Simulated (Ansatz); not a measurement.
This geometry of a periodic cell of 17 atoms, Si (host Si, host structure diamond, interstitial Si) is a first-order saddle point.

Level of theory: DFT PBEsol, scalar-relativistic, plane waves, PAW (Ansatz 0.2.0). Settings: PAW set soft_1, cutoff 420 eV, k mesh 2x2x2, fermi-dirac smearing 0.05 eV, no spin polarisation.

```xyz
17
Lattice="0.0000 5.4300 5.4300 5.4300 0.0000 5.4300 5.4300 5.4300 0.0000" Properties=species:S:1:pos:R:3
Si -0.019 -0.069 -0.066
Si 1.584 1.131 1.133
Si 2.784 2.734 -0.066
Si 4.003 4.142 1.342
Si 2.783 -0.069 2.736
Si 4.003 1.339 4.144
Si 5.202 2.942 2.944
Si 6.806 4.142 4.144
Si 0.212 2.502 2.502
Si 1.253 3.977 3.978
Si 2.617 5.527 2.614
Si 4.167 6.892 3.978
Si 2.617 2.612 5.527
Si 4.167 3.977 6.891
Si 5.532 5.527 5.527
Si 6.572 7.002 7.002
Si 3.393 4.751 4.752
```

(1) Which two structures does it join? (They come from a converged band through this point; their orientation in space is the band's.)

(2) How far does it lie above each of them?

Answers

(1) Contacts lost: Si2–Si17. Contacts made: Si7–Si17. The atom that moves furthest is Si17, by 2.36 Å; four of its nearest neighbours are Si2 2.39, Si14 2.39, Si12 2.39, Si10 2.39 Å at the first end and Si11 2.39, Si15 2.39, Si7 2.39, Si13 2.39 Å at the last.

Image 0:

```xyz
17
Lattice="0.0000 5.4300 5.4300 5.4300 0.0000 5.4300 5.4300 5.4300 0.0000" Properties=species:S:1:pos:R:3
Si -0.039 0.002 0.002
Si 1.328 1.384 1.383
Si 2.712 2.751 0.002
Si 4.074 4.068 1.367
Si 2.712 0.003 2.749
Si 4.074 1.367 4.068
Si 5.428 2.716 2.716
Si 6.778 4.070 4.069
Si -0.006 2.718 2.716
Si 1.329 4.051 4.050
Si 2.712 5.431 2.685
Si 4.093 6.813 4.052
Si 2.712 2.685 5.431
Si 4.093 4.053 6.811
Si 5.461 5.432 5.431
Si 6.780 6.794 6.794
Si 2.708 5.434 5.433
```

Image 8:

Only the atoms that move by more than 0.05 Å are listed.
```
Si17 4.079 4.067 4.079
```

(2) 0.30 eV above the first and 0.30 eV above the second. This is the barrier of this one path; another mechanism may lie lower. Limits of this set-up: coarse k mesh, PAW files made for another functional, a small cell, in which the defect meets its images.

The run took 7.7 min on 1 thread of Arm Neoverse V2, on a shared host, peak memory 0.9 GiB.
